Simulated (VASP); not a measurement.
A run of VASP 6.6.1 is set up as follows.

The input INCAR:

```
ALGO = Normal ; DIPOL = 0.5 0.5 0.285
EDIFF = 1E-7 ; ENCUT = 520
GGA = PE ; IDIPOL = 3
ISIF = 2 ; ISMEAR = 0
LASPH = T ; LCHARG = T
LDIPOL = T ; LELF = T
LREAL = F ; LVACPOTAV = T
LVHAR = T ; LWAVE = F
NELM = 60 ; PREC = Accurate
SIGMA = 0.05
```

Contents of KPOINTS:

```
k-points
0
Gamma
  9 9 1
```

File POSCAR:

```
CdTe
1.0
    3.0380000000      0.0000000000      0.0000000000
    0.0000000000      3.0380000000      0.0000000000
    0.0000000000      0.0000000000     31.5700000000
Cd Te
1 1
Direct
    0.0000000000      0.0000000000      0.2383800000
    0.5000000000      0.5000000000      0.3317800000
```

Potentials or basis: VASP PAW PBE potentials, release 64 (Cd, Te).

Launch:

```sh
$ cat potpaw_PBE.64/Cd/POTCAR potpaw_PBE.64/Te/POTCAR > POTCAR
$ mpirun -np 1 vasp_std > vasp.out
```

(1) Estimate the work function of the upper face.

(2) Predict the work function of the lower face.

(3) Estimate the band gap on the k mesh.

Results:

(1) 4.83 eV.

(2) 4.08 eV.

(3) none (metal or under the smearing width).
